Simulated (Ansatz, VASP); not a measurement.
# One calculation of CsPbBr3, two programs

The input INCAR:

```
SYSTEM = CsPbBr3
PREC = Accurate
ENCUT = 520
EDIFF = 1E-6
ISMEAR = 0
SIGMA = 0.02
LREAL = .False.
LASPH = .True.
NELM = 100
ALGO = Normal
ISIF = 2
LWAVE = .False.
LCHARG = .True.
GGA = PS
LELF = .True.
LVHAR = .True.
NBANDS = 30
```

Contents of KPOINTS:

```
Automatic mesh
0
Gamma
  6 6 6
  0 0 0
```

POSCAR

```
CsPbBr3
1.0
    5.7501704582      0.0000000000      0.0000000000
    0.0000000000      5.7501704582      0.0000000000
    0.0000000000      0.0000000000      5.7501704582
Cs Pb Br
1 1 3
Direct
    0.0000000000      0.0000000000      0.0000000000
    0.5000000000      0.5000000000      0.5000000000
    0.0000000000      0.5000000000      0.5000000000
    0.5000000000      0.0000000000      0.5000000000
    0.5000000000      0.5000000000      0.0000000000
```

Input for Ansatz:

```yaml
crystal:
  lattice:
    - [5.7501704582, 0.0, 0.0]
    - [0.0, 5.7501704582, 0.0]
    - [0.0, 0.0, 5.7501704582]
  atoms:
    - { symbol: Cs, position: [0.0, 0.0, 0.0] }
    - { symbol: Pb, position: [0.5, 0.5, 0.5] }
    - { symbol: Br, position: [0.0, 0.5, 0.5] }
    - { symbol: Br, position: [0.5, 0.0, 0.5] }
    - { symbol: Br, position: [0.5, 0.5, 0.0] }
basis:
  ecutwfc: 420
kpoints:
  mp_grid: { grid: [6, 6, 6] }
hamiltonian:
  xc: pbesol
scf:
  occupations: { method: gaussian, width: 0.02 }
output:
  forces: true
  stress: true
  eigenvalues: true
```

Alike in both runs: task single point; functional PBEsol; k mesh 6 × 6 × 6; occupations gaussian, width 0.02 eV; no spin polarisation.

```csv
,VASP,Ansatz
version,VASP 6.6.1,Ansatz 0.2.0
potentials or method,"VASP PAW PBE potentials, release 64 (Cs_sv, Pb_d, Br)","scalar-relativistic, plane waves, PAW"
plane-wave cutoff (eV),520,420
valence electrons in the cell,44,44
```

```tsv
	VASP	Ansatz	Ansatz less VASP
gap on the k mesh at the Fermi level (eV)	1.15	1.14	-0.001
least direct gap on the mesh (eV)	1.15	1.14	-0.001
pressure (GPa)	1.6	1.6	-0.01
```

The functional is the same, so the differences come from potentials, cutoffs and numerics.

Caveats: the PAW data sets were made with another functional, which shifts forces and pressure a little (VASP); spin-orbit coupling is left out, which as a rule narrows the gap of such compounds by several tenths of an eV. A k mesh can miss the band edges.
